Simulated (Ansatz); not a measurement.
Vibrational response of FeNi3

Level of theory: DFT PBE, scalar-relativistic, plane waves, PAW in Ansatz 0.2.0. Plane waves to 420 eV; Γ-centred k mesh 18×18×18; Gaussian smearing of 0.20 eV. Collinear spin, site moments 2.8, 0.6, 0.7, 0.7 μB. Phonons by linear response, acoustic sum rule imposed.

Relaxed structure:
```xyz
4
Lattice="-1.7713 1.7713 3.5440 1.7713 -1.7713 3.5440 1.7713 1.7713 -3.5440" Properties=species:S:1:pos:R:3 pbc="T T T"
Fe    0.0000    0.0000    0.0000
Ni    0.0000    0.0000    3.5440
Ni    0.0000    1.7713    1.7720
Ni    1.7713    0.0000    1.7720
```

It was relaxed at this level from a Materials Project cell. In a metal, frequencies depend on the k mesh and the smearing, soft modes most.

Optical modes at Γ:
| frequency (meV) | degeneracy |
| --- | --- |
| 24.9 | 1 |
| 25.4 | 2 |
| 26.9 | 1 |
| 29.0 | 2 |
| 30.2 | 2 |
| 33.0 | 1 |

All 9 optical modes at Γ are real: no displacement of atoms at fixed cell lowers the energy to second order. Strains and modes at other wave vectors aren't tested by this run.
